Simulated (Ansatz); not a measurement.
Runs of Ansatz 0.2.0 on La. It takes space group Im-3m (No. 229, cubic). Conventional cell: a = 4.248 Å, b = 4.248 Å, c = 4.248 Å, α = 90.00°, β = 90.00°, γ = 90.00°. La (site symmetry m-3m) has 8 La at 3.68 Å as nearest neighbours. This isn't the form of La at room conditions, which is double hcp.

| task | level | potentials or basis | k mesh | cutoff (eV) | smearing | other keys | gap on the mesh (eV) | pressure (GPa) |
| --- | --- | --- | --- | --- | --- | --- | --- | --- |
| single point | r2SCAN0+D4 | Ansatz PAW earlier set | 6 × 6 × 6 | 600 | fermi-dirac 0.01 eV | - | none | 1.4 |
| density of states | wPBEh | SSSP precision PAW | 6 × 6 × 6 | 544 | fermi-dirac 0.05 eV | - | none | 1.7 |
| single point | PBE0+D4 | Ansatz NC | 6 × 6 × 6 | 1497 | fermi-dirac 0.025 eV | - | none | (a) |
| electric field gradients | HSE03 | Ansatz PAW | 6 × 6 × 6 | 420 | methfessel-paxton 0.025 eV | - | none | (b) |
| electron localisation function | RPBE+D3(BJ) | PseudoDojo stringent (PBEsol files) | 9 × 9 × 9 | 1497 | fermi-dirac 0.05 eV | hamiltonian.xc = rpbe; scf.eigensolver.kind = davidson | none | -19.3 |

Alike in all rows: no spin polarisation; cell as given.

**Question.** Estimate the missing entries.

**Answer.** (a) 0.0; (b) 1.2.

Caveats: the magnetic or orbital state may not be the lowest (some runs); the thresholds are loose for stress (some runs); pairwise dispersion overbinds metals, which lowers pressure and volume (some runs); the PAW data sets come from PBE, with cores solved anew for the run's functional, which leaves a small shift of forces and pressure (some runs); the potentials were made for another functional, which shifts forces and pressure (some runs); so large a pressure means that the cell lies far from this level's equilibrium, or that cutoff or potentials fall short (some runs).

A k mesh can miss the band edges, and the runs leave out spin-orbit coupling on La.

A gap of «none» marks a metal or a gap under the smearing width.

Runs at the PBE level aren't shown here.
